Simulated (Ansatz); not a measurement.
## FeO under changes of volume

One of the cells (10.013 Å³/atom); the others are scaled copies at fixed shape and fractional positions:

```
Fe O
1.0
     0.00000    2.15540    2.15540
     2.15540    0.00000    2.15540
     2.15540    2.15540    0.00000
Fe O
1 1
Direct
  0.00000 0.00000 0.00000
  0.50000 0.50000 0.50000
```

- Program: Ansatz 0.2.0
- Functional: PBE
- Potentials or basis: JTH PAW
- Cutoff: 1380 eV (not typed: the program's choice for these potentials)
- k mesh: 11 × 11 × 11
- Occupations: fermi-dirac, width 0.05 eV
- Spin: collinear spin, ferromagnetic start
- Starting moments: [3.0, 0.0] μB

| volume (Å³/atom) | energy over the lowest point (meV/atom) | pressure (GPa) |
| --- | --- | --- |
| 9.413 | 21.57 | 12.7 |
| 9.613 | 8.81 | 7.9 |
| 9.813 | 1.83 | 3.5 |
| 10.013 | 0.00 | -0.4 |
| 10.214 | 2.76 | -3.8 |
| 10.414 | 9.65 | -7.0 |
| 10.614 | ? | ? |

Problem. What does the run at 10.614 Å³/atom give?

Solution. Energy over the lowest point 20.24 meV/atom; pressure -9.8 GPa.

Worked out: A Birch-Murnaghan fit of order 3 (a polynomial in V^(-2/3)) to the other rows has its minimum at 9.99 Å³/atom with B0 = V·E''(V) = 186 GPa and B' = 4.7. It gives 20.18 meV/atom at 10.614 Å³/atom, against the run's 20.24, and -dE/dV = -9.8 GPa, against -9.8.

Energies are extrapolated to zero smearing.

Caveats: a cell with one magnetic atom can't hold antiferromagnetic order, which such compounds often take.
